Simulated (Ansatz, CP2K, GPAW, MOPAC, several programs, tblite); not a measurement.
# What cheap methods get right for BaTe

How much accuracy does each second buy? BaTe is computed with 10 methods, from the cheapest up to r2SCAN.

Method: no spin polarisation, static lattice; gaps from single points on the cell relaxed beforehand with r²SCAN, in MOPAC, tblite, CP2K, GPAW, Ansatz (versions at each run).

4 further runs of the same task are left out: 4 set aside as unsound or not needed.

## Step 1: Starting point

The structure is cubic, space group Fm-3m (No. 225). Conventional cell: a = 7.065 Å, b = 7.065 Å, c = 7.065 Å, α = 90.00°, β = 90.00°, γ = 90.00°. Around Ba (site symmetry m-3m) lie 6 Te at 3.53 Å. Te (site symmetry m-3m) is surrounded by 6 Ba at 3.53 Å.

As a file:

```cif
data_structure
_symmetry_space_group_name_H-M 'Fm-3m'
_symmetry_Int_Tables_number 225
_cell_length_a 7.0648
_cell_length_b 7.0648
_cell_length_c 7.0648
_cell_angle_alpha 90.000
_cell_angle_beta 90.000
_cell_angle_gamma 90.000
_cell_volume 352.61
loop_
_atom_site_label
_atom_site_type_symbol
_atom_site_symmetry_multiplicity
_atom_site_Wyckoff_symbol
_atom_site_fract_x
_atom_site_fract_y
_atom_site_fract_z
_atom_site_occupancy
Ba1 Ba 4 a 0.00000 0.00000 0.00000 1
Te1 Te 4 b 0.50000 0.00000 0.00000 1
```

**Question.** The methods are PM6, PM7, GFN2-xTB (tblite), PBE/DZVP, PBE/single-zeta, PBE/SZV, coarse PBE, GLLB-SC, PBE, r2SCAN. What gap does r2SCAN give on this cell, and which other methods (full PBE left aside) come nearest to r2SCAN and farthest in gap?

| quantity | value |
| --- | --- |
| r2SCAN | gap 2.00 eV, 44.08 Å³/atom, B₀ 31 GPa |
| gap: nearest and farthest of the other methods | PBE/DZVP (+0.17 eV), GFN2-xTB (tblite) (-2.00 eV) |

What this shows: Among the 6 methods compared for the gap (full PBE left aside), PBE/DZVP is nearest to r2SCAN and GFN2-xTB (tblite) farthest. A minimal basis or a coarse cutoff and mesh shifts results by its own error, so closeness to r2SCAN can be chance. Cluster runs see only the k-points that fold onto the zone centre, so their gaps can miss the band edges. GLLB-SC is compared with its derivative discontinuity added. PM7, PM6 ended in an unphysical state and are left out of the comparison. No volume is given for GFN2-xTB (tblite), PBE/single-zeta, PBE/SZV, coarse PBE, which can hide a larger miss. CPU times run from 0.67 s (coarse PBE) to 12 s (PBE/DZVP). On this cell PBE/DZVP, PBE/single-zeta, GLLB-SC cost more than r2SCAN itself (5.1 s), so they are no saving here. GFN2-xTB (tblite) disagrees with r2SCAN even on whether there is a gap. r2SCAN is a yardstick, not the truth: it usually gives gaps below the measured ones. Spin-orbit coupling is left out throughout.
